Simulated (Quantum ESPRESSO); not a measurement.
Wanted: the native input for a Quantum ESPRESSO 7.5 run.

```yaml
Task: relaxation of cell and atoms
Functional: PBE
Potentials_or_basis: SSSP 1.3 efficiency PBE
Cutoff: 748 eV
Density_cutoff: 5987 eV
k_mesh: 11 × 11 × 11
Occupations: fixed
Spin: no spin polarisation
Target_pressure: 3 GPa
Mixing_beta: 0.5
Most_SCF_iterations: 120
SCF_threshold: 4e-10 Ry
Most_ionic_steps: 40
Forc_conv_thr: 0.0004 Ry/bohr
Etot_conv_thr: 1e-05 Ry
Ion_dynamics: bfgs
Cell_dynamics: bfgs
Press_conv_thr: 0.3 kbar
```

Crystal: Si.

```
Si
1.0
     0.00000    2.71550    2.71550
     2.71550    0.00000    2.71550
     2.71550    2.71550    0.00000
Si
2
Direct
  0.00000 0.00000 0.00000
  0.25000 0.25000 0.25000
```

The input as run:

pw.in

```
&CONTROL
  calculation = 'vc-relax'
  prefix = 'pwscf'
  outdir = './tmp'
  pseudo_dir = './pseudo'
  tprnfor = .true.
  tstress = .true.
  disk_io = 'low'
  nstep = 40
  forc_conv_thr = 0.0004
  etot_conv_thr = 1d-05
/
&SYSTEM
  ibrav = 0
  nat = 2
  ntyp = 1
  ecutwfc = 55
  ecutrho = 440
  nbnd = 9
  occupations = 'fixed'
/
&ELECTRONS
  conv_thr = 4d-10
  electron_maxstep = 120
  mixing_beta = 0.5
/
&IONS
  ion_dynamics = 'bfgs'
/
&CELL
  cell_dynamics = 'bfgs'
  press = 30
  press_conv_thr = 0.3
/
ATOMIC_SPECIES
Si    28.0850 Si.pbe-n-rrkjus_psl.1.0.0.UPF
CELL_PARAMETERS angstrom
   0.0000000000    2.7155000000    2.7155000000
   2.7155000000    0.0000000000    2.7155000000
   2.7155000000    2.7155000000    0.0000000000
ATOMIC_POSITIONS crystal
Si     0.0000000000    0.0000000000    0.0000000000
Si     0.2500000000    0.2500000000    0.2500000000
K_POINTS automatic
11 11 11 0 0 0
```

Potentials or basis: SSSP 1.3 efficiency PBE.

Run with:

```bash
$ OMP_NUM_THREADS=1 pw.x -in pw.in > pw.out
```

It gave:

The relaxed volume is 19.82 Å³/atom and the relaxed cell is a = 3.827 Å, b = 3.827 Å, c = 3.827 Å, α = 60.00°, β = 60.00°, γ = 60.00°. The space group after relaxing (to 0.05 Å) is Fd-3m (No. 227), the energy change on relaxing (the enthalpy is what falls) is +3.2 meV/atom and the ionic steps are 4. The pressure after relaxing is 3.0 GPa. The band gap on the k mesh is 0.58 eV, indirect (least direct gap 2.57 eV).

Caveat: an odd mesh through Γ misses points on the zone boundary, where band edges often lie.

It took 80 s on 1 thread of Intel(R) Xeon(R) Platinum 8375C CPU @ 2.90GHz (Ice Lake) (shared host), peak memory 0.2 GiB.
